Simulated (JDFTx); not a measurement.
Ca:

```xyz
1
Lattice="0.0000 2.7942 2.7942 2.7942 0.0000 2.7942 2.7942 2.7942 0.0000" Properties=species:S:1:pos:R:3 pbc="T T T"
Ca    0.0000    0.0000    0.0000
```

```yaml
Program: JDFTx 1.7.0 (patched build)
Task: relaxation of cell and atoms
Functional: AM05
Potentials_or_basis: SG15-PBE-1.2 with smoothed tails
Cutoff: 1088 eV
Density_cutoff: 4354 eV
k_mesh: 4 × 4 × 4
Occupations: fermi-dirac, width 0.05 eV
Spin: no spin polarisation
```

At the start: pressure -0.7 GPa; volume 43.63 Å³/atom.

Q: Where does the relaxation end?

A: Over 6 steps the energy falls by 4.3 meV/atom and the volume is 41.84 Å³/atom (-4.1 %); space group Fm-3m (No. 225, to 0.05 Å).

The path:
```tsv
step	energy change (eV)	largest force (eV/Å)	pressure (GPa)	volume (Å³)
1	0.0000	0.0000	-0.74	43.63
2	-0.0014	0.0000	-0.62	43.31
3	-0.0043	0.0000	0.08	41.66
4	-0.0043	0.0000	0.00	41.83
5	-0.0043	0.0000	0.00	41.84
6	-0.0043	0.0000	0.00	41.84
```

Final structure:
```xyz
1
Lattice="0.0000 2.7554 2.7554 2.7554 0.0000 2.7554 2.7554 2.7554 0.0000" Properties=species:S:1:pos:R:3 pbc="T T T"
Ca    0.0000    0.0000    0.0000
```

Caveat: the k mesh is coarse (spacing up to 0.49 Å⁻¹), so the values aren't converged; the potentials were made for another functional, which shifts forces and pressure.
